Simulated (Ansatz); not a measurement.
Reactions of C6H12 (`C=C(CC)CC`).

Computed with Ansatz on PBE0-D4/def2-TZVP structures; ΔE is electronic, products minus reactants. CBS: MP2 limit from def2 TZ/QZ plus the TZ coupled-cluster correction, frozen cores. This one scheme is used for every species. Elements past krypton have def2 core potentials. For Br, In, Zr outer-core shells are correlated without core-valence functions, which leaves a few kJ/mol of doubt a bond. Scalar relativity is left out up to krypton. Each species was taken in one conformer, which may not be the lowest.

Order these by ΔE at CCSD(T)/CBS, lowest first. (Best estimate.)
A. `C=C(CC)CC` + `[OH][Zr]([F])([F])[Br]` → `C[O][Zr]([F])([F])[Br]` + `C=C(C)CC`
B. `C=C(CC)CC` + CH₄ → `C=C(C)CC` + ethane
C. `C=C(CC)CC` + `[F][InH][F]` → `C[CH2][In]([F])[F]` + `C=CCC`
D. `C=C(CC)CC` + `CCCCl` → `CCCCCl` + `C=C(C)CC`
E. `C=C(CC)CC` + `[SiH3][SiH2]Cl` → `CC[SiH]([SiH3])Cl` + `C=CCC`

E (-28.9 kJ/mol), C (-16.0 kJ/mol), D (-1.7 kJ/mol), B (+7.6 kJ/mol), A (+41.1 kJ/mol).

Largest T1 diagnostic: 0.017, for `[F][InH][F]`.
